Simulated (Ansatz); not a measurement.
Crystal: Fe.

```
CELL_PARAMETERS angstrom
0.00000 1.94174 1.96511
1.49844 0.00000 1.96511
1.49844 1.94174 0.00000
ATOMIC_POSITIONS crystal
Fe 0.00000 0.00000 0.00000
```

Base run:

```yaml
Program: Ansatz 0.2.0
Functional: PBEsol
Potentials_or_basis: Ansatz PAW
Cutoff: "420 eV (not typed: the program's choice for these potentials)"
k_mesh: 13 × 13 × 13
Occupations: fermi-dirac, width 0.05 eV
Spin: no spin polarisation
```

Its results: band gap on the k mesh none (metal or under the smearing width); pressure -28.9 GPa.

Problem. The run is repeated on the same cell with these changes: spin from no spin polarisation to collinear spin, random start. What comes out?

Solution. Band gap on the k mesh none (metal or under the smearing width); pressure -10.4 GPa; net moment -2.18 μB per cell; site moments Fe -2.21 μB.

Caveats: the PAW data sets come from PBE, with cores solved anew for the run's functional, which leaves a small shift of forces and pressure; a pressure of tens of GPa on the cell as given is suspect, and the run, the potentials or the cell itself is likely at fault (some runs).
